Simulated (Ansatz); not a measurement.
CdS (Greenockite):

```
Cd S
1.0
     4.15000    0.00000    0.00000
    -2.07500    3.59401    0.00000
     0.00000    0.00000    6.73700
Cd S
2 2
Cartesian
  2.0750 1.1980 3.3685
  0.0000 2.3960 0.0000
  2.0750 1.1980 5.8949
  0.0000 2.3960 2.5264
```

* Program: Ansatz 0.2.0
* Task: relaxation of cell and atoms
* Functional: PBE-EpsX
* Potentials or basis: Ansatz PAW
* Cutoff: 420 eV (not typed: the program's choice for these potentials)
* k mesh: 4 × 4 × 2
* Occupations: fermi-dirac, width 0.05 eV
* Spin: no spin polarisation

At the start: volume 25.12 Å³/atom.

Where does the relaxation end?

It ends after 5 steps and the volume is 25.64 Å³/atom (+2.1 %); space group P6_3mc (No. 186, to 0.05 Å).

Step by step:
```
step  energy change (eV)  largest force (eV/Å)  volume (Å³)
   1              0.0000                0.0593       100.48
   2             -0.0072                0.0243       102.66
   3             -0.0074                0.0115       102.57
   4             -0.0074                0.0002       102.55
   5             -0.0085                0.0003       102.55
```

Final structure:
```xyz
4
Lattice="4.1795 0.0000 0.0000 -2.0897 3.6195 0.0000 0.0000 0.0000 6.7787" Properties=species:S:1:pos:R:3 pbc="T T T"
Cd    2.0897    1.2065    3.3827
Cd    0.0000    2.4130   -0.0067
S     2.0897    1.2065    5.9380
S     0.0000    2.4130    2.5487
```

Caveat: the k mesh is coarse (spacing up to 0.47 Å⁻¹), so the values aren't converged, least of all with exact exchange; the plane-wave basis is chosen anew once the cell has moved, so the energies of steps on either side of that aren't comparable; the PAW data sets come from PBE, with cores solved anew for the run's functional, which leaves a small shift of forces and pressure.
